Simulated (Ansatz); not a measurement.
# Ge: the cost of one run

Computed with Ansatz 0.2.0 (DFT PBE, scalar-relativistic, plane waves, PAW, unless a step's input says otherwise).

### 1 Starting point

It takes space group Fd-3m (No. 227, cubic). The conventional cell has a = 5.761 Å, b = 5.761 Å, c = 5.761 Å, α = 90.00°, β = 90.00°, γ = 90.00°. Ge (site symmetry -43m) has 4 Ge at 2.49 Å as nearest neighbours.

Coordinates:

```
Ge
1.0
     0.00000    2.88053    2.88053
     2.88053    0.00000    2.88053
     2.88053    2.88053    0.00000
Ge
2
Direct
  0.50000 0.50000 0.50000
  0.75000 0.75000 0.75000
```

It is the result of an earlier relaxation at this level (volume 23.90 Å³/atom; gap on the mesh: none (metal)).

Bulk energy on matching settings, from an earlier run: -4294.9829 eV/atom.

### 2 Cutting the (100) slab

Miller indices refer to the conventional cell of the relaxed bulk, Fd-3m (No. 227): a = 5.761 Å, b = 5.761 Å, c = 5.761 Å, α = 90.00°, β = 90.00°, γ = 90.00°.

Cut from the relaxed bulk: a (100) slab, 10.1 Å thick as cut, with 15 Å of vacuum; its outer planes are Ge (top) and Ge (bottom).

The slab as cut. Layers, bottom to top:

| plane | atoms per cell | height over the lowest (Å) |
| --- | --- | --- |
| 1 | Ge | 0.00 |
| 2 | Ge | 1.44 |
| 3 | Ge | 2.88 |
| 4 | Ge | 4.32 |
| 5 | Ge | 5.76 |
| 6 | Ge | 7.20 |
| 7 | Ge | 8.64 |
| 8 | Ge | 10.08 |

### 3 Single point on the unrelaxed (100) slab

The cell repeats along c, and a dipole correction in the vacuum removes the field between the copies.

Input file input.yaml:

```yaml
crystal:
  lattice:
    - [4.0736913413, 0.0, 0.0]
    - [0.0, 4.0736913413, 0.0]
    - [0.0, 0.0, 25.0818717016]
  atoms:
    - { symbol: Ge, position: [0.0, 0.5, 0.2990207465] }
    - { symbol: Ge, position: [0.0, 0.0, 0.3564433904] }
    - { symbol: Ge, position: [0.5, 0.0, 0.4138660342] }
    - { symbol: Ge, position: [0.5, 0.5, 0.4712886781] }
    - { symbol: Ge, position: [0.0, 0.5, 0.5287113219] }
    - { symbol: Ge, position: [0.0, 0.0, 0.5861339658] }
    - { symbol: Ge, position: [0.5, 0.0, 0.6435566096] }
    - { symbol: Ge, position: [0.5, 0.5, 0.7009792535] }
basis:
  ecutwfc: 420
kpoints:
  mp_grid: { grid: [9, 9, 1] }
hamiltonian:
  xc: pbe
scf:
  occupations: { method: gaussian, width: 0.1 }
output:
  forces: true
  stress: true
  eigenvalues: true
  write_density: true
  write_potential: true
  elf: true
  volumetric_format: npy
efield:
  axis: 3
  dipole_correction: true
  ramp_width: 0.04
```

Command:

```bash
ansatz run input.yaml --threads 1 --pin off --max-ram 2560MiB --backend cpu --events-out ev --progress --plain --runs-dir out
```

What time and memory should one allow on 1 thread of Arm Neoverse V1, shared host?

About 1.7 min, with a peak of 0.79 GiB.
